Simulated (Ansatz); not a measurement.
Crystal: C.

```xyz
8
Lattice="2.5221 0.0000 0.0000 -1.2611 2.1842 0.0000 0.0000 0.0000 8.2371" Properties=species:S:1:pos:R:3 pbc="T T T"
C     1.2611    0.7281    6.9501
C     0.0000    1.4561    2.8315
C     1.2611    0.7281    5.4056
C     0.0000    1.4561    1.2870
C     0.0000    0.0000    7.4649
C     0.0000    0.0000    3.3463
C     0.0000    0.0000    4.8908
C     0.0000    0.0000    0.7722
```

This is a hexagonal form of diamond, not graphite.

Base run:

```yaml
Program: Ansatz 0.2.0
Functional: PBE
Potentials_or_basis: Ansatz PAW
Cutoff: 250 eV
Density_cutoff: 1000 eV
k_mesh: 12 × 12 × 4
Occupations: fermi-dirac, width 0.05 eV
Spin: no spin polarisation
```

Its results: band gap on the k mesh 4.45 eV, indirect (least direct gap 5.42 eV); pressure 16.6 GPa; largest force 0.391 eV/Å.

Task: The run is repeated on the same cell with these changes: potentials or basis from Ansatz PAW to JTH PAW; cutoff from 250 eV to 780 eV (not typed: the program's choice for these potentials). What comes out?

Result: Band gap on the k mesh 4.41 eV, indirect (least direct gap 5.18 eV); pressure 1.6 GPa; largest force 0.328 eV/Å.

Caveats: so large a pressure means that the cell lies far from this level's equilibrium, or that cutoff or potentials fall short (some runs); the pressure holds a Pulay correction of +55.5 GPa for the finite cutoff (some runs); the cutoff lies under the one recommended for these potentials (some runs).
